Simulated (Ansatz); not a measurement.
# MgI2: the cost of one run

Program: Ansatz 0.2.0. Level of theory: DFT PBE, scalar-relativistic, plane waves, PAW. These are calculated values, not measurements.

### 1 The structure to begin with

Symmetry: P-1, No. 2, triclinic system. The conventional cell has a = 4.399 Å, b = 4.401 Å, c = 16.112 Å, α = 95.68°, β = 94.03°, γ = 90.02°. Around Mg (site symmetry 1) lie 4 I at 2.77 Å. Around I (site symmetry 1) lie 2 Mg at 2.77 Å.

As a file:

```cif
data_structure
_symmetry_space_group_name_H-M 'P-1'
_symmetry_Int_Tables_number 2
_cell_length_a 4.3993
_cell_length_b 4.4007
_cell_length_c 16.1118
_cell_angle_alpha 95.682
_cell_angle_beta 94.035
_cell_angle_gamma 90.023
_cell_volume 309.62
loop_
_atom_site_label
_atom_site_type_symbol
_atom_site_symmetry_multiplicity
_atom_site_Wyckoff_symbol
_atom_site_fract_x
_atom_site_fract_y
_atom_site_fract_z
_atom_site_occupancy
Mg1 Mg 2 i 0.59502 0.35908 0.74644 1
I1 I 2 i 0.12218 0.39694 0.85176 1
I2 I 2 i 0.56818 0.82093 0.64116 1
```

The start is the relaxed end of an invented cell (made as: ordered vacancies on the anion sites of rhenium trioxide (P4/mmm, No. 123)), taken up again for a closer look.

### 2 A first look at the guess

Input file input.yaml:

```yaml
crystal:
  lattice:
    - [4.3993444, 0.0, 0.0]
    - [-0.0017565, 4.4007033, 0.0]
    - [-1.1336343, -1.5956483, 15.9924573]
  atoms:
    - { symbol: Mg, position: [0.595024, 0.359076, 0.74644] }
    - { symbol: Mg, position: [0.404976, 0.640924, 0.25356] }
    - { symbol: I, position: [0.122185, 0.396938, 0.851761] }
    - { symbol: I, position: [0.877815, 0.603062, 0.148239] }
    - { symbol: I, position: [0.568182, 0.820926, 0.641162] }
    - { symbol: I, position: [0.431818, 0.179074, 0.358838] }
basis:
  ecutwfc: 420
kpoints:
  mp_grid: { grid: [4, 4, 1] }
hamiltonian:
  xc: pbe
scf:
  occupations: { method: gaussian, width: 0.1 }
  lower_state_search: "off"
output:
  forces: true
  stress: true
  eigenvalues: true
```

Command:

```console
$ ansatz run input.yaml --threads 4 --pin off --max-ram 8192MiB --backend cpu --events-out ev --progress --plain --runs-dir out
```

**Question.** How long does this run take on 4 threads of Arm Neoverse V1, shared host, and how much memory does it need?

About 2.5 s, with a peak of 0.7 GiB.
